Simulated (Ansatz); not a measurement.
# How far is PAW off for SrO?

```yaml
crystal:
  lattice:
    - [0.00000, 2.54410, 2.56980]
    - [2.54410, 0.00000, 2.56980]
    - [2.54410, 2.54410, 0.00000]
  atoms:
    - { symbol: Sr, position: [0.00000, 0.00000, 0.00000] }
    - { symbol: O, position: [0.50000, 0.50000, 0.50000] }
```

Atom numbers follow the list: Sr1, O2.

The conventional cell has a = 3.598 Å, b = 3.598 Å, c = 5.140 Å, α = 90.00°, β = 90.00°, γ = 90.00°. Sr (atom 1) is surrounded by 6 O at 2.54 to 2.57 Å. O (atom 2) is surrounded by 6 Sr at 2.54 to 2.57 Å.

The cell is COD entry 1100027, as deposited and not checked against the literature; nothing was relaxed. It is an old determination, and later ones may differ. The listed cell was then made from it by scaling, straining or moving an atom.

Methods: DFT, PBEsol, PAW with Ansatz's default frozen-core files, scalar-relativistic (Ansatz 0.2.0); DFT, PBEsol, all-electron PAW with datasets made for the crystal, scalar-relativistic (Ansatz 0.2.0); DFT, PBEsol, all-electron LAPW, scalar-relativistic (Ansatz 0.2.0).

For PAW: a Γ-centred 8×8×8 k mesh, Fermi–Dirac smearing of 0.03 eV, cutoff 420 eV, no spin polarisation; the PAW files were made with PBE, and the program remakes their frozen cores for this functional. The crystal-made all-electron datasets (AE datasets) take a cutoff of 300 eV at this cell. LAPW targets a basis error of 0.5 meV/atom. The Ansatz runs share mesh, smearing and spin set-up. Plane-wave (PAW) pressures include the program's estimate of the Pulay term.

Stress and pressure are positive in compression.

The change that made this cell: equal xx and yy strain of -1 %.

Spin–orbit coupling is left out, which moves gradients at and beside heavy atoms by some per cent and at worst by a factor of two.

```csv
quantity,PAW,AE datasets,LAPW
pressure (GPa),0.98,0.99,0.99
stress xx (GPa),1.45,1.46,1.46
stress zz (GPa),0.04,0.05,0.05
band gap (eV),3.165,3.163,3.163
field gradient Vzz at Sr1 (10²¹ V/m²),1.05,1.05,–
field gradient Vzz at O2 (10²¹ V/m²),0.34,0.34,–
```

PAW's pressure differs from the LAPW value by about 0.01 GPa or less.
